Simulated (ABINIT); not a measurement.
Ge: single point with PBE

Ge:

```xyz
2
Lattice="4.0904 0.0000 0.0000 -2.0452 3.5424 0.0000 0.0000 0.0000 3.3266" Properties=species:S:1:pos:R:3 pbc="T T T"
Ge    2.0452    1.1808    0.4686
Ge    0.0000    2.3616    2.8580
```

The cell was built by a generator and needn't be a form met in nature.

* Program: ABINIT 10.8.3 (patched build)
* Task: single point
* Functional: PBE
* Potentials or basis: PseudoDojo NC SR PBE v0.5 standard
* Cutoff: 1061 eV
* k mesh: 8 × 8 × 8
* Occupations: fermi-dirac, width 0.05 eV
* Spin: no spin polarisation

```yaml
Pressure: -1.5 GPa
Largest_force: 0.012 eV/Å
Band_gap_on_the_k_mesh: none (metal or under the smearing width)
Valence_electrons_inside_the_program's_atomic_spheres: Ge 11.48 (radii [1.0584] Å)
```

Forces in eV/Å, atoms in the order of the input:
```
Ge   0.000  0.000  0.012
Ge   0.000  0.000 -0.012
```

Stress tensor (GPa, compression positive):
```
-0.21  0.00  0.00
 0.00 -0.21  0.00
 0.00  0.00 -4.20
```

Levels at points of the mesh, in eV from the Fermi level:
| k point | band 11 | band 12 | band 13 | band 14 | band 15 | band 16 | band 17 | band 18 |
| --- | --- | --- | --- | --- | --- | --- | --- | --- |
| (0.00, 0.00, 0.00) | -11.91 | -2.56 | -1.04 | -1.04 | 2.38 | 2.99 | 2.99 | 3.27 |
| (0.50, 0.00, 0.00) | -9.95 | -8.14 | -2.56 | -0.32 | 3.37 | 3.79 | 7.03 | 8.04 |
| (0.50, 0.50, 0.00) | -9.95 | -8.14 | -2.56 | -0.32 | 3.37 | 3.79 | 7.03 | 8.04 |
| (0.00, 0.00, 0.50) | -10.10 | -6.29 | 0.42 | 0.42 | 0.83 | 2.78 | 3.87 | 3.87 |
| (0.50, 0.00, 0.50) | -8.21 | -6.56 | -3.76 | -2.12 | -0.94 | 2.38 | 3.84 | 4.85 |
| (0.50, 0.50, 0.50) | -8.21 | -6.56 | -3.76 | -2.12 | -0.94 | 2.38 | 3.84 | 4.85 |

Run time: 2.4 min on 1 thread of AMD EPYC 9R45 96-Core Processor (Zen 5), with other jobs on the host, peak memory 0.23 GiB.
